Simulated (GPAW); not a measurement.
BaZrO3:

```
CELL_PARAMETERS angstrom
4.19134 0.00000 0.00000
0.00000 4.19134 0.00000
0.00000 0.00000 4.19134
ATOMIC_POSITIONS crystal
Ba 0.00000 0.00000 0.00000
Zr 0.50000 0.50000 0.50000
O 0.50000 0.50000 0.00000
O 0.50000 0.00000 0.50000
O 0.00000 0.50000 0.50000
```

Base run:

| Property | Result |
| --- | --- |
| Program | GPAW 26.7.0 |
| Functional | PBE |
| Potentials or basis | GPAW PAW data sets (gpaw-data 1.2.1) |
| Cutoff | 800 eV |
| Basis | pw |
| k mesh | 6 × 6 × 6 |
| Occupations | fermi-dirac, width 0.05 eV |
| Spin | no spin polarisation |

Its results: band gap on the k mesh 3.20 eV, indirect (least direct gap 3.42 eV); pressure 3.7 GPa.

**Question.** The run is repeated on the same cell with these changes: functional from PBE to r2SCAN. What comes out?

**Answer.** Band gap on the k mesh 3.73 eV, indirect (least direct gap 3.97 eV); pressure 1.4 GPa.

r2SCAN gives the wider gap, since meta-GGAs in the generalised Kohn-Sham scheme recover part of the derivative discontinuity.

Caveats: spin-orbit coupling is left out, which moves the levels of the heavy elements; the PAW data sets were made with another functional, which shifts forces and pressure a little (some runs).
